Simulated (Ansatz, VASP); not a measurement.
**Al2O3 (Al2O3 (0001), 8 units) in two plane-wave programs**

Wanted: the spread between two codes on one cell, functional and k mesh. Of the first pair: The cell is taken from a series of runs on this material, whose earlier steps may have relaxed, scaled, displaced or heated it; both programs get it as it stands.

Main program and level: Ansatz 0.2.0; plane waves, with VASP 6.6.1 beside it; single point at PBEsol.

## 1. Set-up

The cell holds 40 atoms: 16 Al and 24 O. Cell: a = 4.759 Å, b = 4.759 Å, c = 34.835 Å, α = 90.0°, β = 90.0°, γ = 120.0°. It derives from Al2O3 (corundum Al2O3). Vacuum lies along c.

## 2. Ansatz: single point, PBEsol, pair 1

Ansatz runs on its default PAW (the set named soft_2) files.

A single point gives forces, pressure and levels at one fixed geometry, so differences don't come from the geometry; what else differs is listed under the comparison.

Contents of input.yaml:

```yaml
crystal:
  lattice:
    - [4.759000002, 0.0, 0.0]
    - [-2.379500001, 4.1214148983, 0.0]
    - [0.0, 0.0, 34.83504]
  atoms:
    - { symbol: Al, position: [0.6666666667, 0.3333333333, 0.278739802] }
    - { symbol: O, position: [0.306271271, -0.0166992931, 0.2816621724] }
    - { symbol: O, position: [0.0166992931, 0.3229705641, 0.2816621724] }
    - { symbol: O, position: [0.6770294359, 0.693728729, 0.2816621724] }
    - { symbol: Al, position: [0.3333333333, 0.6666666667, 0.3069109027] }
    - { symbol: Al, position: [0.0, 0.0, 0.314567311] }
    - { symbol: O, position: [0.0216086017, 0.6658211784, 0.3436302503] }
    - { symbol: O, position: [0.3341788216, 0.3557874233, 0.3436302503] }
    - { symbol: O, position: [0.6442125767, 0.9783913983, 0.3436302503] }
    - { symbol: Al, position: [0.6666666667, 0.3333333333, 0.369101215] }
    - { symbol: Al, position: [0.3333333333, 0.6666666667, 0.3818554531] }
    - { symbol: O, position: [0.9738029803, 0.3347627672, 0.406506185] }
    - { symbol: O, position: [0.6652372328, 0.6390402131, 0.406506185] }
    - { symbol: O, position: [0.3609597869, 0.0261970197, 0.406506185] }
    - { symbol: Al, position: [0.0, 0.0, 0.4304918353] }
    - { symbol: Al, position: [0.6666666667, 0.3333333333, 0.4448338394] }
    - { symbol: O, position: [0.694139212, 1.7832e-05, 0.4688373542] }
    - { symbol: O, position: [-1.7832e-05, 0.69412138, 0.4688373542] }
    - { symbol: O, position: [0.30587862, 0.305860788, 0.4688373542] }
    - { symbol: Al, position: [0.3333333333, 0.6666666667, 0.4930801578] }
    - { symbol: Al, position: [0.0, 0.0, 0.5069198417] }
    - { symbol: O, position: [0.6391941209, 0.6666488341, 0.5311626465] }
    - { symbol: O, position: [0.3333511659, 0.9725452868, 0.5311626465] }
    - { symbol: O, position: [0.0274547132, 0.3608058791, 0.5311626465] }
    - { symbol: Al, position: [0.6666666667, 0.3333333333, 0.5551661602] }
    - { symbol: Al, position: [0.3333333333, 0.6666666667, 0.5695081642] }
    - { symbol: O, position: [0.3595303535, 0.3319039013, 0.5934938154] }
    - { symbol: O, position: [0.6680960987, 0.0276264522, 0.5934938154] }
    - { symbol: O, position: [0.9723735478, 0.6404696465, 0.5934938154] }
    - { symbol: Al, position: [0.0, 0.0, 0.6181445467] }
    - { symbol: Al, position: [0.6666666667, 0.3333333333, 0.6308987851] }
    - { symbol: O, position: [0.3117247321, 0.0008454881, 0.65636975] }
    - { symbol: O, position: [-0.0008454881, 0.310879244, 0.65636975] }
    - { symbol: O, position: [0.689120756, 0.6882752679, 0.65636975] }
    - { symbol: Al, position: [0.3333333333, 0.6666666667, 0.6854326891] }
    - { symbol: Al, position: [0.0, 0.0, 0.6930890973] }
    - { symbol: O, position: [0.0270620629, 0.68336596, 0.7183378274] }
    - { symbol: O, position: [0.31663404, 0.3436961029, 0.7183378274] }
    - { symbol: O, position: [0.6563038971, 0.9729379371, 0.7183378274] }
    - { symbol: Al, position: [0.6666666667, 0.3333333333, 0.7212601957] }
kpoints:
  mp_grid: { grid: [6, 6, 1] }
hamiltonian:
  xc: pbesol
scf:
  occupations: { method: fixed }
  convergence: { dr2_threshold: 1.0e-09 }
efield:
  axis: 3
  dipole_correction: true
  ramp_position: 0.97
  ramp_width: 0.06
output:
  eigenvalues: true
  dos: { projected: true, e_range: [-7, 7] }
  write_potential: true
  write_density: true
  volumetric_format: npy
checkpoint:
  write: end8.run
  compress: false
  write_wavefunctions: false
```

On the command line:

```console
$ ansatz run input.yaml --threads 4 --pin off --max-ram 16384MiB --backend cpu --events-out ev --progress --plain --runs-dir out
```

Numbers of over 12 decimals in the logs are rounded to 6 here.

The log of the run:

```text
Engine: ansatz 0.2.0, aarch64-unknown-linux-gnu
Pseudopotentials: kind: paw
Pseudopotential: Al, paw, valence charge 3, recommended cutoff 420 eV (normal), Al.paw.azcp
Pseudopotential: O, paw, valence charge 6, recommended cutoff 420 eV (normal), O.paw.azcp
Functional definition: PBEsol
  exchange = pbesol_x
  correlation = pbesol_c
Crystal: 40 atoms, lattice volume = 683.248 Å³
Basis set: ecut = 420 eV, 13251 PW (Γ)
Bands: 136, of which v1, the nominal top of the filled ones, is band 96 counted from 1 (95 counted from 0)
Symmetry: 3 space group operations
k-points: 8 of 36 (time reversal used)
Non-local potential: Al, projectors of the file, l = 0: 2, l = 1: 2, l = 2: 1
Non-local potential: O, projectors of the file, l = 0: 2, l = 1: 2, l = 2: 1
PAW form: soft (Blöchl's): semilocal exchange-correlation on the pseudo side does not see the compensation charge
PAW frozen core: Al, regenerated for the run's functional, and the local potential with it (the file was generated under x = pbe(κ = 0.804, μ = 0.219515), c = pbe(β = 0.066725))
PAW frozen core: O, regenerated for the run's functional, and the local potential with it (the file was generated under x = pbe(κ = 0.804, μ = 0.219515), c = pbe(β = 0.066725))
PAW one-centre angular grid: Al, 110 points (default); XC on 64 Gauss nodes
PAW one-centre angular grid: O, 110 points (default); XC on 64 Gauss nodes
Initial density: superposition of atomic densities (neutral atoms: chi_scale 0, normalization atom), corrected by the library's trained network
Initial wavefunctions: pseudopotential atomic-orbital guess
Functional: x = pbesol(κ = 0.804, μ = 0.123457), c = pbesol(β = 0.046)
SCF iter   1: F=—  HF=-21911.119262 eV  |F-HF|=—  |Δ(HF+E_count)|=         —  Δρ=1.14e-2  dr2=6.79e-1  ethr=1.77e-3  p=-0.000 e·Å  D=-1.84e-8 V/Å  ΔV_dip=0.00 eV  dr2_dipole=4.26e-9  V_vac-E_F(+/−)=6.28/6.28 eV  ⟨swp⟩=5.9  Hψ=4451  notcnv=0  defer=300
efield: sawtooth ramp at fractional position 0.9700 (set: `efield.ramp_position`, or a place that a band, a saddle search or an elastic batch's reference lends), width 0.0600; the density the first Hamiltonian is built on has a dipole p = -0.000 e·Å; the dipole correction subtracts the counter field D = -1.84e-8 V/Å, which shifts the + side's vacuum level by +0.00 eV against the − side's; the planar-averaged density in the ramp window peaks in size at 2.3e-6 e/Å³
preconditioner: auto → Resta (q_TF=auto, 2.208 Å⁻¹)  ε∞=2.5  [insulator: Δε(μ)=4.820 eV  Ē_g=16.130 eV  n_scr=126 (ndim 8)  ℏωp=19.7 eV  f_vac=0.477  ε∞_Penn≈2.5  vacuum switching on, ρ_ref=1.9e-2 e/Å³]
SCF iter   2: F=—  HF=-21910.927670 eV  |F-HF|=—  |Δ(HF+E_count)|=   1.92e-1  Δρ=2.13e-3  dr2=1.14e-2  ethr=3.54e-4  p=-0.000 e·Å  D=-8.62e-6 V/Å  ΔV_dip=0.00 eV  dr2_dipole=7.80e-10  V_vac-E_F(+/−)=6.58/6.58 eV  ⟨swp⟩=2.1  Hψ=1909  notcnv=0  defer=304
density mixer auto → msr1: gapped (density of states about μ 0.00 of a free-electron gas's, 126 screened modes)
SCF iter   3: F=—  HF=-21910.925172 eV  |F-HF|=—  |Δ(HF+E_count)|=   2.50e-3  Δρ=7.31e-4  dr2=2.38e-3  ethr=5.94e-6  p=-0.000 e·Å  D=-5.72e-6 V/Å  ΔV_dip=0.00 eV  dr2_dipole=4.99e-10  V_vac-E_F(+/−)=6.56/6.56 eV  ⟨swp⟩=3.0  Hψ=2191  notcnv=0  defer=304
SCF iter   4: F=—  HF=-21910.926199 eV  |F-HF|=—  |Δ(HF+E_count)|=   1.03e-3  Δρ=2.89e-4  dr2=2.87e-4  ethr=1.24e-6  p=0.000 e·Å  D=5.42e-6 V/Å  ΔV_dip=-0.00 eV  dr2_dipole=2.99e-10  V_vac-E_F(+/−)=6.58/6.58 eV  ⟨swp⟩=3.5  Hψ=1459  notcnv=0  defer=304
SCF iter   5: F=—  HF=-21910.926171 eV  |F-HF|=—  |Δ(HF+E_count)|=   2.74e-5  Δρ=1.01e-4  dr2=3.66e-5  ethr=1.49e-7  p=0.000 e·Å  D=3.02e-6 V/Å  ΔV_dip=-0.00 eV  dr2_dipole=1.14e-10  V_vac-E_F(+/−)=6.58/6.59 eV  ⟨swp⟩=2.6  Hψ=1987  notcnv=0  defer=304
SCF iter   6: F=—  HF=-21910.926162 eV  |F-HF|=—  |Δ(HF+E_count)|=   9.04e-6  Δρ=1.82e-5  dr2=1.52e-6  ethr=1.91e-8  p=-0.000 e·Å  D=-4.78e-7 V/Å  ΔV_dip=0.00 eV  dr2_dipole=7.03e-12  V_vac-E_F(+/−)=6.59/6.59 eV  ⟨swp⟩=2.2  Hψ=1772  notcnv=0  defer=304
SCF iter   7: F=—  HF=-21910.926534 eV  |F-HF|=—  |Δ(HF+E_count)|=   3.72e-4  Δρ=5.22e-6  dr2=1.36e-7  ethr=7.93e-10  p=-0.000 e·Å  D=-6.79e-8 V/Å  ΔV_dip=0.00 eV  dr2_dipole=7.65e-15  V_vac-E_F(+/−)=6.59/6.59 eV  ⟨swp⟩=2.1  Hψ=1740  notcnv=0  defer=299
SCF iter   8: F=—  HF=-21910.926534 eV  |F-HF|=—  |Δ(HF+E_count)|=   1.48e-8  Δρ=2.70e-6  dr2=3.33e-8  ethr=7.06e-11  p=-0.000 e·Å  D=-1.18e-7 V/Å  ΔV_dip=0.00 eV  dr2_dipole=3.99e-15  V_vac-E_F(+/−)=6.59/6.59 eV  ⟨swp⟩=3.1  Hψ=1935  notcnv=0  defer=299
SCF iter   9: F=-21910.926534 eV  HF=-21910.926534 eV  |F-HF|=1.24e-10  |Δ(HF+E_count)|=   4.61e-9  Δρ=4.60e-7  dr2=9.62e-10  ethr=1.00e-12  p=-0.000 e·Å  D=-1.25e-7 V/Å  ΔV_dip=0.00 eV  dr2_dipole=2.75e-15  V_vac-E_F(+/−)=6.59/6.59 eV  ⟨swp⟩=24.5  Hψ=9765  notcnv=0
SCF 1 converged in 9 iterations: F = -21910.926534 eV  dr2 = 9.62e-10
  greatest PAW one-centre occupation: 0.863 electrons in one spin orbital (limit 2), on the O atom at site 38 (counted from 0), in its partial waves of l = 0
WARN: The output density's exchange-correlation potential varies sharply where the density is thin. Do not read a vacuum level from v_tot or v_xc, or from such a field of the output density. On a cell that repeats whose density bears no net charge and no dipole along the vacuum's axis use v_es (v_loc + v_h of the components); under efield.dipole_correction with no amplitude use v_es + v_field, which holds any externa [...]
SCF converged after 9 iterations
Free energy (F): -21910.926534 eV
Harris-Foulkes:  -21910.926534 eV  (|F-HF|=1.24e-10)
Internal energy: -21910.926534 eV  (E = F + TS)
E sigma→0 (E₀):  -21910.926534 eV
Fermi energy:    0.480974 eV
Dipole field:    D = -0.000000 V/Å  (p = -0.000000 e·Å, saw-weighted, corrected)
Work function:   Φ+ = 6.5867 eV   Φ− = 6.5868 eV
Levels:          The Fermi level and band energies are counted from a zero that moves with the ramp; work functions are not
--- Per-component energies (eV) ---
  E_band       = -1120.195800
  E_kinetic    = 4714.901119
  E_local      = -259316.705482  (includes V_loc(G=0)·N_el)
  E_nonlocal   = 1311.478581
  E_hartree    = 127936.608445
  E_xc         = -2422.420261
  E_vxc        = -2768.478210  (∫ρ·V_xc dr)
  E_paw        = -10949.633890  (= ΣΔE_a)
  E_vpaw       = -934.672044  (= ΣTr[D̂ρ^β])
  E_aug_tail   = 0.060541  (compensation charges beyond the density's cutoff)
  E_efield     = 0.000000  (sawtooth field / dipole correction)
  E_vefield    = 0.000000  (∫n·V_field dr)
  E_ewald      = 116813.631279
  E_core_change = 1.153134  (= ΣΔE_core)
  E_smearing   = -0.000000  (= −TS)
  E_closure    = 0.000000  (closes the sum)
  Σ components = -21910.926534   (vs F -21910.926534, Δ=0.00e0)
--- Band table (eV; the first three rows and the last of 8) ---
  k-point 0: bands = [... 92 lower, 0.4772, 0.4772, 0.4810, 0.4810, 5.4473, 5.4719, 6.7610, 7.0592, ... 36 higher]
  k-point 1: bands = [... 92 lower, 0.2875, 0.3738, 0.4421, 0.4552, 5.7305, 5.7388, 7.1858, 7.3543, ... 36 higher]
  k-point 2: bands = [... 92 lower, 0.2696, 0.2983, 0.3365, 0.3577, 6.2489, 6.2492, 7.9779, 8.1942, ... 36 higher]
  k-point 7: bands = [... 92 lower, 0.1835, 0.2200, 0.3958, 0.3958, 6.5982, 6.5985, 8.4651, 8.4801, ... 36 higher]
```

## 3. VASP: single point, PBEsol, pair 1

The same cell, functional and mesh now go to VASP, with its own data sets.

Lines of VASP's logs that name or quote its potential files are left out, and so is its time.

Contents of INCAR:

```
SYSTEM = Al2O3
PREC = Accurate
ENCUT = 520
EDIFF = 1E-06
NELM = 120
ISMEAR = 0
SIGMA = 0.01
LREAL = Auto
ALGO = Normal
GGA = PS
NBANDS = 124
LORBIT = 11
LWAVE = .FALSE.
LCHARG = .FALSE.
ISIF = 2
LDIPOL = .TRUE.
IDIPOL = 3
DIPOL = 0.5 0.5 0.5
LVHAR = .TRUE.
LASPH = .TRUE.
GGA_COMPAT = .FALSE.
EFERMI = MIDGAP
NELMDL = -8
KPAR = 4
```

Contents of POSCAR:

```
Al2O3
1.0
    4.7590000020      0.0000000000      0.0000000000
   -2.3795000010      4.1214148983      0.0000000000
    0.0000000000      0.0000000000     34.8350400000
Al O
16 24
Direct
    0.6666666667      0.3333333333      0.2787398020
    0.3333333334      0.6666666666      0.3069109016
    0.0000000000      1.0000000000      0.3145673098
    0.6666666667      0.3333333333      0.3691012138
    0.3333333334      0.6666666666      0.3818554521
    0.0000000000      1.0000000000      0.4304918344
    0.6666666667      0.3333333333      0.4448338384
    0.3333333334      0.6666666666      0.4930801569
    0.0000000000      1.0000000000      0.5069198408
    0.6666666667      0.3333333333      0.5551661592
    0.3333333334      0.6666666666      0.5695081633
    0.0000000000      1.0000000000      0.6181445456
    0.6666666667      0.3333333333      0.6308987839
    0.3333333334      0.6666666666      0.6854326879
    0.0000000000      1.0000000000      0.6930890962
    0.6666666667      0.3333333333      0.7212601957
    0.3062712707      0.9833007068      0.2816621714
    0.0166992932      0.3229705639      0.2816621714
    0.6770294361      0.6937287292      0.2816621714
    0.0216086015      0.6658211784      0.3436302490
    0.3341788215      0.3557874229      0.3436302490
    0.6442125770      0.9783913985      0.3436302490
    0.9738029801      0.3347627662      0.4065061836
    0.6652372337      0.6390402138      0.4065061836
    0.3609597862      0.0261970199      0.4065061836
    0.6941392122      0.0000178322      0.4688373527
    0.9999821677      0.6941213799      0.4688373527
    0.3058786201      0.3058607877      0.4688373527
    0.6391941211      0.6666488343      0.5311626450
    0.3333511656      0.9725452867      0.5311626450
    0.0274547133      0.3608058788      0.5311626450
    0.3595303533      0.3319039003      0.5934938140
    0.6680960996      0.0276264528      0.5934938140
    0.9723735471      0.6404696467      0.5934938140
    0.3117247319      0.0008454881      0.6563697487
    0.9991545118      0.3108792436      0.6563697487
    0.6891207563      0.6882752681      0.6563697487
    0.0270620626      0.6833659598      0.7183378264
    0.3166340401      0.3436961027      0.7183378264
    0.6563038973      0.9729379373      0.7183378264
```

Contents of KPOINTS:

```
Automatic mesh
0
Gamma
6 6 1
0 0 0
```

Potentials, in the order of the species: Al and O (PBE family, release 64).

On the command line:

```console
$ mpirun -np 4 vasp_std
```

The log of the run:

```text
[banner, memory and clock lines left out]
running    4 mpi-ranks, on    1 nodes
[...]
|                                                                             |
|               ----> ADVICE to this user running VASP <----                  |
|                                                                             |
|     You enforced a specific xc type in the INCAR file but a different       |
|     [... a line on the potential file left out ...]
|     I HOPE YOU KNOW WHAT YOU ARE DOING!                                     |
|                                                                             |

 LDA part: xc-table for (Slater+PW92), standard interpolation
 POSCAR, INCAR and KPOINTS ok, starting setup
[...]
entering main loop
       N       E                     dE             d eps       ncg     rms          rms(c)
DAV:   1     0.156073785043E+04    0.15607E+04   -0.93365E+04  2056   0.136E+03
DAV:   2    -0.157114125658E+03   -0.17179E+04   -0.16613E+04  2572   0.340E+02
DAV:   3    -0.338555996965E+03   -0.18144E+03   -0.18046E+03  2384   0.114E+02
DAV:   4    -0.342818111414E+03   -0.42621E+01   -0.42504E+01  2392   0.199E+01
[...]
DAV:  30    -0.310130342992E+03   -0.32565E-05   -0.10108E-07  1432   0.130E-03    0.431E-04
DAV:  31    -0.310130344406E+03   -0.14142E-05   -0.85978E-08  1412   0.999E-04    0.600E-04
DAV:  32    -0.310130344881E+03   -0.47565E-06   -0.17042E-08  1448   0.701E-04
   1 F= -.31013034E+03 E0= -.31013034E+03  d E =0.000000E+00
```

Parts of OUTCAR (step 3):

```text
  Total       14.7785325     14.7785325     -0.0546639     -0.0000001      0.0000000      0.0000000
  in kB       34.6548114     34.6548114     -0.1281838     -0.0000003      0.0000000      0.0000000
  external PRESSURE =      23.0604797 kB  Pullay stress =       0.0000000 kB

 POSITION                                       TOTAL-FORCE (eV/Angst)
 -----------------------------------------------------------------------------------
      2.37950      1.37380      9.70991        -0.000000      0.000000     -0.053438
      0.00000      2.74761     10.69125        -0.000000      0.000000     -0.005283
      0.00000      0.00000     10.95796        -0.000000      0.000000     -0.016891
      2.37950      1.37380     12.85766        -0.000000      0.000000      0.008583
      0.00000      2.74761     13.30195        -0.000000      0.000000      0.001378
      0.00000      0.00000     14.99620        -0.000000      0.000000      0.004817
      2.37950      1.37380     15.49580        -0.000000      0.000000     -0.003446
      0.00000      2.74761     17.17647        -0.000000      0.000000     -0.003717
      0.00000      0.00000     17.65857        -0.000000      0.000000      0.003717
      2.37950      1.37380     19.33924        -0.000000      0.000000      0.003446
      0.00000      2.74761     19.83884        -0.000000      0.000000     -0.004817
      0.00000      0.00000     21.53309        -0.000000      0.000000     -0.001378
      2.37950      1.37380     21.97738        -0.000000      0.000000     -0.008583
      0.00000      2.74761     23.87708        -0.000000      0.000000      0.016891
[...]
-----------------------------------------------------------------------------------
    total drift:                               -0.000004      0.000007      0.001818

  FREE ENERGIE OF THE ION-ELECTRON SYSTEM (eV)
  ---------------------------------------------------
  free  energy   TOTEN  =      -310.1303448814 eV

  energy  without entropy=     -310.1303448814  energy(sigma->0) =     -310.13034488

[... 3 further parts left out ...]
[key lines of the parts left out:]
E-fermi :   2.1665
```

## 4. Side by side

Known differences besides the potentials themselves: fixed occupations in Ansatz, narrow Gaussian smearing in VASP; the cutoff is 420 eV in Ansatz and 520 eV in VASP (PREC = Accurate, projectors in real space); Ansatz makes its cores anew for this functional, VASP keeps those of its PBE data sets. Total energies have different zeros and are not compared.

Compared:

```tsv
quantity	Ansatz	VASP	difference
gap on the k mesh (eV)	4.966	4.973	-0.007
```

A gap on the mesh is an upper bound, since the band edges may lie between its points. With vacuum in the cell, a pressure given here is an average over mostly empty space and none of the material.

(Continued in part 2 of 3.)

[Lines on the potential files, build, host, timing and source positions are cut from VASP's logs without a mark.]

[Logs are printed without paths, hosts, clocks, repeated set-up lines and the standing remarks that a program may print on its own settings, such as how far it seeks lower states.]

[Hosts, paths, dates, database ids (printed as entryN), source tags and the programs' standing remarks are cut or masked in the printed files.]
